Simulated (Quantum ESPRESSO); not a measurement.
**ZnS under changes of volume**

One of the cells (19.727 Å³/atom); the others are scaled copies at fixed shape and fractional positions:

```
Zn S
1.0
     0.00000    2.70200    2.70200
     2.70200    0.00000    2.70200
     2.70200    2.70200    0.00000
Zn S
1 1
Cartesian
  4.0530 4.0530 4.0530
  0.0000 0.0000 0.0000
```

- Program: Quantum ESPRESSO 7.5
- Functional: PBE
- Potentials or basis: SSSP 1.3 efficiency PBE
- Cutoff: 748 eV
- Density cutoff: 5987 eV
- k mesh: 9 × 9 × 9
- Occupations: fermi-dirac, width 0.05 eV
- Spin: no spin polarisation

| volume (Å³/atom) | energy over the lowest point (meV/atom) | pressure (GPa) | gap on the mesh (eV) |
| --- | --- | --- | --- |
| 18.543 | 34.08 | 7.1 | 2.38 |
| 18.938 | 18.99 | 5.1 | 2.28 |
| 19.332 | ? | ? | ? |
| 19.727 | 2.40 | 1.7 | 2.11 |
| 20.121 | 0.00 | 0.2 | 2.02 |
| 20.516 | 1.01 | -1.1 | 1.94 |
| 20.910 | 5.08 | -2.3 | 1.86 |

Task: What does the run at 19.332 Å³/atom give?

Result: Energy over the lowest point 8.59 meV/atom; pressure 3.3 GPa; gap on the mesh 2.19 eV.

Worked out: A Birch-Murnaghan fit of order 3 (a polynomial in V^(-2/3)) to the other rows has its minimum at 20.20 Å³/atom with B0 = V·E''(V) = 69 GPa and B' = 4.3. It gives 8.60 meV/atom at 19.332 Å³/atom, against the run's 8.59, and -dE/dV = 3.3 GPa, against 3.3. A straight line through the other rows of the gap, of slope -4.31 eV per unit of ln V (its deformation potential), gives 2.20 eV, against the run's 2.19.

Energies are extrapolated to zero smearing.
